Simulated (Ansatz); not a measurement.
# Quadrupolar parameters in Al2O3 at a changed volume

The cell is a measured structure from the Crystallography Open Database (COD), relaxed with PBE at fixed cell and then changed (volume scaled by 1.06, ions relaxed).

Space group R-3c:H (No. 167); a = 4.8539, c = 13.2505 Å, γ = 120.00°.

```
site  Wyckoff  site symmetry       x       y       z
  Al      12c             3.  0.0000  0.0000  0.8522
   O      18e             .2  0.9726  0.3333  0.0833
```

One atom of each set is listed; the run and its k-mesh use a cell of 10 atoms with edges of 5.23, 5.23, 5.23 Å.

The numbers come from a DFT calculation in Ansatz (PBE, plane waves and PAW, scalar-relativistic, 420 eV cutoff, Γ-centred 8×8×8 k-points, Fermi–Dirac smearing 0.02 eV).

Conventions: |V_zz| ≥ |V_yy| ≥ |V_xx|, η = (V_xx − V_yy)/V_zz, C_Q = eQV_zz/h.

27Al: I = 5/2, Q = 146.6 mb; O-17: I = 5/2, Q = -25.58 mb. Quadrupole moments are those of Pyykkö's year-2017 table.

```
site  atoms                               first shell  V_zz (10²¹ V/m²)     η  C_Q (MHz)
  Al      4                        6 O at 1.89–2.01 Å              0.53  0.00       1.88
   O      6  4 Al at 1.89–2.01 Å; also 2 Al at 3.28 Å             -4.13  0.53       2.56
```

An axis of threefold or higher order runs through Al, so V_zz lies along it and η is zero.

At this changed cell the PBE pressure is -6 GPa.
